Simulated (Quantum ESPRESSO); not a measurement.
# MoS2 in Quantum ESPRESSO: a series of runs

One slab, MoS2, is run at these levels: LDA; tasks: single point, equation of state.

Everything below comes from runs of Quantum ESPRESSO 7.5. Logs are shortened: lines on timing, memory, paths and dates and some standing lists are left out, and cuts for length are marked.

### Step 1. The slab as given

The cell holds a slab with vacuum, 3 atoms: a = 3.184 Å, b = 3.184 Å, c = 17.335 Å, α = 90.00°, β = 90.00°, γ = 120.00°.

### Step 2. Single point, LDA, 47.69 Å³/atom

File pw.in:

```
&CONTROL
  calculation = 'scf'
  prefix = 'pwscf'
  outdir = './tmp'
  pseudo_dir = './pseudo'
  tstress = .true.
  disk_io = 'nowf'
/
&SYSTEM
  ibrav = 0
  nat = 3
  ntyp = 2
  ecutwfc = 45
  ecutrho = 360
  nbnd = 20
  occupations = 'smearing'
  smearing = 'fd'
  degauss = 0.00367493
/
&ELECTRONS
  conv_thr = 6d-10
  electron_maxstep = 120
  mixing_beta = 0.5
/
ATOMIC_SPECIES
Mo    95.9500 mo_lda_v1.uspp.F.UPF
S     32.0600 s_lda_v1.4.uspp.F.UPF
CELL_PARAMETERS angstrom
   3.1191256785    0.0000000000    0.0000000000
  -1.5595628393    2.7012420752    0.0000000000
   0.0000000000    0.0000000000   16.9807333112
ATOMIC_POSITIONS crystal
Mo     0.0000000000    0.0000000000    0.0000000000
S      0.3333333333    0.6666666667    0.9105070200
S      0.3333333333    0.6666666667    0.0894929800
K_POINTS automatic
10 10 2 0 0 0
```

Potentials or basis: GBRV 1.5 LDA.

Started as:

```sh
$ OMP_NUM_THREADS=1 mpirun -n 2 pw.x -nk 2 -in pw.in > pw.out
```

pw.out:

```text
This program is part of the open-source Quantum ESPRESSO suite
     for quantum simulation of materials; please cite
[... 13 lines left out ...]
     --------------------
     sticks:   dense  smooth     PW     G-vecs:    dense   smooth      PW
     Sum         859     433    121               111415    39437    6423

     Using Slab Decomposition

     bravais-lattice index     =            0
     lattice parameter (alat)  =       5.8943  a.u.
     unit-cell volume          =     965.4937 (a.u.)^3
     number of atoms/cell      =            3
     number of atomic types    =            2
     number of electrons       =        26.00
     number of Kohn-Sham states=           20
     kinetic-energy cutoff     =      45.0000  Ry
     charge density cutoff     =     360.0000  Ry
     scf convergence threshold =      6.0E-10
     mixing beta               =       0.5000
     number of iterations used =            8  plain     mixing
     Exchange-correlation=  SLA  PZ   NOGX NOGC
                           (   1   1   0   0   0   0   0)

     celldm(1)=   5.894293  celldm(2)=   0.000000  celldm(3)=   0.000000
     celldm(4)=   0.000000  celldm(5)=   0.000000  celldm(6)=   0.000000

     crystal axes: (cart. coord. in units of alat)
               a(1) = (   1.000000   0.000000   0.000000 )
               a(2) = (  -0.500000   0.866025   0.000000 )
               a(3) = (   0.000000   0.000000   5.444068 )

     reciprocal axes: (cart. coord. in units 2 pi/alat)
               b(1) = (  1.000000  0.577350 -0.000000 )
               b(2) = (  0.000000  1.154701  0.000000 )
               b(3) = (  0.000000 -0.000000  0.183686 )

     PseudoPot. # 1 for Mo read from file:
     mo_lda_v1.uspp.F.UPF
     Pseudo is Ultrasoft + core correction, Zval = 14.0
     Generated by new atomic code, or converted to UPF format
     Using radial grid of  889 points,  6 beta functions with:
                l(1) =   0
                l(2) =   0
                l(3) =   1
                l(4) =   1
                l(5) =   2
                l(6) =   2
     Q(r) pseudized with  6 coefficients,  rinner =    1.000   1.000   1.000
                                                       1.000   1.000

     PseudoPot. # 2 for S  read from file:
     s_lda_v1.4.uspp.F.UPF
     Pseudo is Ultrasoft + core correction, Zval =  6.0
     Generated by new atomic code, or converted to UPF format
     Using radial grid of  907 points,  6 beta functions with:
                l(1) =   0
                l(2) =   0
                l(3) =   1
                l(4) =   1
                l(5) =   2
                l(6) =   2
     Q(r) pseudized with  8 coefficients,  rinner =    1.300   1.300   1.300
                                                       1.300   1.300

     atomic species   valence    mass     pseudopotential
     Mo               14.00    95.95000     Mo( 1.00)
     S                 6.00    32.06000     S ( 1.00)

     12 Sym. Ops. (no inversion) found

   Cartesian axes

     site n.     atom                  positions (alat units)
         1        Mo     tau(   1) = (   0.0000000   0.0000000   0.0000000  )
         2        S      tau(   2) = (  -0.0000000   0.5773503   4.9568624  )
         3        S      tau(   3) = (  -0.0000000   0.5773503   0.4872059  )

     number of k points=    28  Fermi-Dirac smearing, width (Ry)=  0.0037
                       cart. coord. in units 2pi/alat
        k(    1) = (   0.0000000   0.0000000   0.0000000), wk =   0.0100000
        k(    2) = (   0.0000000   0.0000000  -0.0918431), wk =   0.0100000
        k(    3) = (   0.0000000   0.1154701   0.0000000), wk =   0.0600000
        k(    4) = (   0.0000000   0.1154701  -0.0918431), wk =   0.0600000
        k(    5) = (   0.0000000   0.2309401   0.0000000), wk =   0.0600000
        k(    6) = (   0.0000000   0.2309401  -0.0918431), wk =   0.0600000
[... 20 lines left out ...]
        k(   27) = (   0.3000000   0.5196152   0.0000000), wk =   0.0600000
        k(   28) = (   0.3000000   0.5196152  -0.0918431), wk =   0.0600000

     Dense  grid:   111415 G-vectors     FFT dimensions: (  36,  36, 200)

     Smooth grid:    39437 G-vectors     FFT dimensions: (  25,  25, 144)

     Initial potential from superposition of free atoms

     starting charge      25.9991, renormalised to      26.0000

     negative rho (up, down):  7.862E-04 0.000E+00
     Starting wfcs are   21 randomized atomic wfcs

     Self-consistent Calculation

     iteration #  1     ecut=    45.00 Ry     beta= 0.50
     Davidson diagonalization with overlap
     ethr =  1.00E-02,  avg # of iterations =  5.2

     Threshold (ethr) on eigenvalues was too large:
     Diagonalizing with lowered threshold

     Davidson diagonalization with overlap
     ethr =  4.31E-04,  avg # of iterations =  5.8

     negative rho (up, down):  8.010E-04 0.000E+00

     total energy              =    -187.84492231 Ry
     estimated scf accuracy    <       0.13847627 Ry

     iteration #  2     ecut=    45.00 Ry     beta= 0.50
     Davidson diagonalization with overlap
     ethr =  5.33E-04,  avg # of iterations =  6.7

     negative rho (up, down):  7.954E-04 0.000E+00

     total energy              =    -187.84838253 Ry
     estimated scf accuracy    <       0.18865835 Ry

     iteration #  3     ecut=    45.00 Ry     beta= 0.50
     Davidson diagonalization with overlap
     ethr =  5.33E-04,  avg # of iterations =  2.0

     negative rho (up, down):  8.003E-04 0.000E+00

     total energy              =    -187.88448944 Ry
     estimated scf accuracy    <       0.02263338 Ry

     iteration #  4     ecut=    45.00 Ry     beta= 0.50
     Davidson diagonalization with overlap
     ethr =  8.71E-05,  avg # of iterations =  2.5

     negative rho (up, down):  8.091E-04 0.000E+00

     total energy              =    -187.88742578 Ry
     estimated scf accuracy    <       0.00069922 Ry

     iteration #  5     ecut=    45.00 Ry     beta= 0.50
     Davidson diagonalization with overlap
     c_bands:  1 eigenvalues not converged
     ethr =  2.69E-06,  avg # of iterations = 10.8

     negative rho (up, down):  8.105E-04 0.000E+00

     total energy              =    -187.88764800 Ry
     estimated scf accuracy    <       0.00003258 Ry

     iteration #  6     ecut=    45.00 Ry     beta= 0.50
     Davidson diagonalization with overlap
     ethr =  1.25E-07,  avg # of iterations =  4.2

     negative rho (up, down):  8.109E-04 0.000E+00

     total energy              =    -187.88766689 Ry
     estimated scf accuracy    <       0.00000309 Ry

     iteration #  7     ecut=    45.00 Ry     beta= 0.50
     Davidson diagonalization with overlap
     ethr =  1.19E-08,  avg # of iterations =  3.6
[... 15 lines left out ...]
     iteration #  9     ecut=    45.00 Ry     beta= 0.50
     Davidson diagonalization with overlap
     ethr =  3.47E-11,  avg # of iterations =  5.9

     negative rho (up, down):  8.109E-04 0.000E+00

     total energy              =    -187.88766817 Ry
     estimated scf accuracy    <          1.3E-09 Ry

     iteration # 10     ecut=    45.00 Ry     beta= 0.50
     Davidson diagonalization with overlap
     ethr =  4.84E-12,  avg # of iterations =  2.6

     negative rho (up, down):  8.109E-04 0.000E+00

     End of self-consistent calculation

          k = 0.0000 0.0000 0.0000 (  4929 PWs)   bands (ev):

   -60.7373 -35.0036 -34.7164 -34.7164 -14.5002 -12.9730  -6.0583  -2.9613
    -2.9613  -1.9161  -1.7252  -1.7252  -0.0992   2.8535   2.8535   3.2375
     3.2375   5.3367   5.7087   6.1845

          k = 0.0000 0.0000-0.0918 (  4964 PWs)   bands (ev):

   -60.7373 -35.0037 -34.7164 -34.7164 -14.5002 -12.9730  -6.0583  -2.9613
    -2.9613  -1.9161  -1.7252  -1.7252  -0.0992   2.8535   2.8535   3.2375
     3.2375   5.4067   5.5597   6.2931

          k = 0.0000 0.1155 0.0000 (  4923 PWs)   bands (ev):

   -60.7324 -34.9942 -34.7636 -34.7270 -14.3362 -12.9137  -5.8841  -3.2863
    -2.7880  -2.6529  -1.9724  -1.2161  -0.1729   2.6671   2.7933   3.0472
     3.1399   5.5748   5.9079   6.6890
[... 31 lines left out ...]
          k = 0.0000 0.4619 0.0000 (  4941 PWs)   bands (ev):

   -60.6912 -35.1500 -34.9134 -34.8156 -12.6593 -12.3262  -6.0109  -4.9048
    -4.2471  -3.3789  -1.8550  -1.2291  -1.0208   2.2808   2.6386   3.8068
     4.5281   6.8346   7.5893   7.9114

          k = 0.0000 0.4619-0.0918 (  4930 PWs)   bands (ev):

   -60.6912 -35.1500 -34.9133 -34.8155 -12.6593 -12.3262  -6.0109  -4.9048
    -4.2471  -3.3789  -1.8550  -1.2291  -1.0208   2.2808   2.6386   3.8068
     4.5281   6.8354   7.5840   7.9294

          k = 0.0000-0.5774 0.0000 (  4932 PWs)   bands (ev):

   -60.6863 -35.1941 -34.9038 -34.8259 -12.4023 -12.2431  -6.2191  -5.1373
    -4.4019  -3.5027  -1.9504  -1.0557  -0.7566   2.3190   2.8802   3.9451
     4.6102   6.0778   7.7756   8.3433

          k = 0.0000-0.5774-0.0918 (  4916 PWs)   bands (ev):

   -60.6863 -35.1941 -34.9037 -34.8259 -12.4023 -12.2431  -6.2191  -5.1373
    -4.4019  -3.5027  -1.9504  -1.0557  -0.7566   2.3189   2.8802   3.9451
     4.6102   6.0778   7.7755   8.3444

          k = 0.1000 0.1732 0.0000 (  4927 PWs)   bands (ev):

   -60.7237 -34.9770 -34.8446 -34.7495 -14.0266 -12.8017  -5.6014  -3.7451
    -3.1924  -2.5529  -2.4854  -0.9771  -0.4078   2.3432   2.5158   2.7316
     3.6560   5.9844   6.2953   7.1416

          k = 0.1000 0.1732-0.0918 (  4934 PWs)   bands (ev):

   -60.7237 -34.9771 -34.8446 -34.7495 -14.0266 -12.8017  -5.6014  -3.7451
    -3.1924  -2.5529  -2.4854  -0.9771  -0.4078   2.3432   2.5157   2.7316
     3.6559   6.0118   6.2340   7.2436

          k = 0.1000 0.2887 0.0000 (  4923 PWs)   bands (ev):
[... 71 lines left out ...]
          k = 0.3000 0.5196 0.0000 (  4878 PWs)   bands (ev):

   -60.6809 -35.0974 -34.9893 -34.8931 -12.1437 -12.0862  -5.8449  -5.2219
    -4.1398  -3.6653  -3.1750  -2.0952  -0.2937   1.8040   3.1254   3.6188
     5.1628   7.1683   7.8339   9.2741

          k = 0.3000 0.5196-0.0918 (  4876 PWs)   bands (ev):

   -60.6809 -35.0974 -34.9893 -34.8931 -12.1437 -12.0862  -5.8449  -5.2219
    -4.1398  -3.6653  -3.1750  -2.0952  -0.2937   1.8039   3.1254   3.6188
     5.1628   7.1683   7.8339   9.2718

     the Fermi energy is     0.8283 ev

!    total energy              =    -187.88766817 Ry
     estimated scf accuracy    <          4.7E-11 Ry
     smearing contrib. (-TS)   =      -0.00000000 Ry
     internal energy E=F+TS    =    -187.88766817 Ry

     The total energy is F=E-TS. E is the sum of the following terms:
     one-electron contribution =    -914.79467947 Ry
     hartree contribution      =     458.66669049 Ry
     xc contribution           =     -36.22968002 Ry
     ewald contribution        =     304.47000083 Ry

     convergence has been achieved in  10 iterations

     Computing stress (Cartesian axis) and pressure

     negative rho (up, down):  8.109E-04 0.000E+00
          total   stress  (Ry/bohr**3)                   (kbar)     P=       13.37
   0.00005692   0.00000000   0.00000000            8.37        0.00        0.00
   0.00000000   0.00005692  -0.00000000            0.00        8.37       -0.00
   0.00000000   0.00000000   0.00015880            0.00        0.00       23.36

=------------------------------------------------------------------------------=
   JOB DONE.
=------------------------------------------------------------------------------=
```

It took 25 s on 2 MPI ranks of Intel Xeon 6975P-C (Granite Rapids), shared host; peak memory 0.58 GiB.

Results:

| Quantity | Value |
| --- | --- |
| Free energy | -2556.3420 eV |
| Band gap on the k mesh | 1.90 eV, indirect (least direct gap 2.10 eV) |

### Step 3. Single point, LDA, 48.71 Å³/atom

pw.in: that of step 2 with these lines changed.

```diff
@@ -28,5 +28,5 @@
 CELL_PARAMETERS angstrom
-   3.1191256785    0.0000000000    0.0000000000
-  -1.5595628393    2.7012420752    0.0000000000
-   0.0000000000    0.0000000000   16.9807333112
+   3.1410920760    0.0000000000    0.0000000000
+  -1.5705460380    2.7202655334    0.0000000000
+   0.0000000000    0.0000000000   17.1003198802
 ATOMIC_POSITIONS crystal
```

Potentials or basis: GBRV 1.5 LDA.

Started as:

```sh
$ OMP_NUM_THREADS=1 mpirun -n 2 pw.x -nk 2 -in pw.in > pw.out
```

Run time: 24 s. Hardware: 2 MPI ranks of Intel Xeon 6975P-C (Granite Rapids), shared host; peak memory 0.58 GiB.

Results (log left out):

- Free energy: -2556.3562 eV
- Band gap on the k mesh: 1.84 eV, indirect (least direct gap 2.04 eV)

### Step 4. Single point, LDA, 49.72 Å³/atom

pw.in: that of step 3 with these lines changed.

```diff
@@ -28,5 +28,5 @@
 CELL_PARAMETERS angstrom
-   3.1410920760    0.0000000000    0.0000000000
-  -1.5705460380    2.7202655334    0.0000000000
-   0.0000000000    0.0000000000   17.1003198802
+   3.1627554646    0.0000000000    0.0000000000
+  -1.5813777323    2.7390265783    0.0000000000
+   0.0000000000    0.0000000000   17.2182568475
 ATOMIC_POSITIONS crystal
```

Started as:

```sh
$ OMP_NUM_THREADS=1 mpirun -n 2 pw.x -nk 2 -in pw.in > pw.out
```

Wall time 26 s (2 MPI ranks of Intel Xeon 6975P-C (Granite Rapids), shared host); peak memory 0.6 GiB.

The run converged. Its results:

```
Free energy            : -2556.3475 eV
Band gap on the k mesh : 1.79 eV, indirect (least direct gap 1.98 eV)
```

### Step 5. Single point, LDA, 50.73 Å³/atom

pw.in: that of step 4 with these lines changed.

```diff
@@ -28,5 +28,5 @@
 CELL_PARAMETERS angstrom
-   3.1627554646    0.0000000000    0.0000000000
-  -1.5813777323    2.7390265783    0.0000000000
-   0.0000000000    0.0000000000   17.2182568475
+   3.1841260822    0.0000000000    0.0000000000
+  -1.5920630411    2.7575340760    0.0000000000
+   0.0000000000    0.0000000000   17.3345999500
 ATOMIC_POSITIONS crystal
```

Started as:

```sh
$ OMP_NUM_THREADS=1 mpirun -n 2 pw.x -nk 2 -in pw.in > pw.out
```

It took 25 s on 2 MPI ranks of Intel Xeon 6975P-C (Granite Rapids), shared host; peak memory 0.6 GiB.

The run converged. Its results:

| Quantity | Value |
| --- | --- |
| Free energy | -2556.3184 eV |
| Band gap on the k mesh | 1.73 eV, indirect (least direct gap 1.92 eV) |

### Step 6. Single point, LDA, 51.75 Å³/atom

pw.in: that of step 5 with these lines changed.

```diff
@@ -28,5 +28,5 @@
 CELL_PARAMETERS angstrom
-   3.1841260822    0.0000000000    0.0000000000
-  -1.5920630411    2.7575340760    0.0000000000
-   0.0000000000    0.0000000000   17.3345999500
+   3.2052136244    0.0000000000    0.0000000000
+  -1.6026068122    2.7757964233    0.0000000000
+   0.0000000000    0.0000000000   17.4494019708
 ATOMIC_POSITIONS crystal
```

Potentials or basis: GBRV 1.5 LDA.

Started as:

```sh
$ OMP_NUM_THREADS=1 mpirun -n 2 pw.x -nk 2 -in pw.in > pw.out
```

It took 29 s on 2 MPI ranks of Intel Xeon 6975P-C (Granite Rapids), shared host; peak memory 0.62 GiB.

The run converged. Its results:

* Free energy: -2556.2709 eV
* Band gap on the k mesh: 1.68 eV, indirect (least direct gap 1.87 eV)

### Step 7. Single point, LDA, 52.76 Å³/atom

pw.in: that of step 6 with these lines changed.

```diff
@@ -28,5 +28,5 @@
 CELL_PARAMETERS angstrom
-   3.2052136244    0.0000000000    0.0000000000
-  -1.6026068122    2.7757964233    0.0000000000
-   0.0000000000    0.0000000000   17.4494019708
+   3.2260272831    0.0000000000    0.0000000000
+  -1.6130136416    2.7938215805    0.0000000000
+   0.0000000000    0.0000000000   17.5627129508
 ATOMIC_POSITIONS crystal
```

Started as:

```sh
$ OMP_NUM_THREADS=1 mpirun -n 2 pw.x -nk 2 -in pw.in > pw.out
```

It took 31 s on 2 MPI ranks of Intel Xeon 6975P-C (Granite Rapids), shared host; peak memory 0.62 GiB.

The run converged. Its results:

- Free energy: -2556.2070 eV
- Band gap on the k mesh: 1.63 eV, indirect (least direct gap 1.82 eV)

### Step 8. Single point, LDA, 53.78 Å³/atom

pw.in: that of step 7 with these lines changed.

```diff
@@ -28,5 +28,5 @@
 CELL_PARAMETERS angstrom
-   3.2260272831    0.0000000000    0.0000000000
-  -1.6130136416    2.7938215805    0.0000000000
-   0.0000000000    0.0000000000   17.5627129508
+   3.2465757816    0.0000000000    0.0000000000
+  -1.6232878908    2.8116171022    0.0000000000
+   0.0000000000    0.0000000000   17.6745803806
 ATOMIC_POSITIONS crystal
```

Started as:

```sh
$ OMP_NUM_THREADS=1 mpirun -n 2 pw.x -nk 2 -in pw.in > pw.out
```

Wall time 32 s (2 MPI ranks of Intel Xeon 6975P-C (Granite Rapids), shared host); peak memory 0.64 GiB.

It converged, with:

- Free energy: -2556.1285 eV
- Band gap on the k mesh: 1.58 eV, indirect (least direct gap 1.77 eV)

### Step 9. Equation of state, LDA

Potentials or basis: GBRV 1.5 LDA.

This step only gathers the single runs of the series.

Results:

| Item | Value |
| --- | --- |
| Equilibrium volume | 48.81 Å³/atom |
| Bulk modulus at fixed shape and positions | 57 GPa |
| Pressure derivative of the bulk modulus | 4.4 |

Energy against volume, from the lowest point:
```csv
volume (Å³/atom),energy (meV/atom)
47.690,4.74
48.705,0.00
49.720,2.88
50.735,12.61
51.749,28.44
52.764,49.72
53.779,75.90
```

Caveat: the cell was scaled at fixed shape and fractional positions, which overstates the stiffness of a crystal with free parameters, most of all of layers and chains.
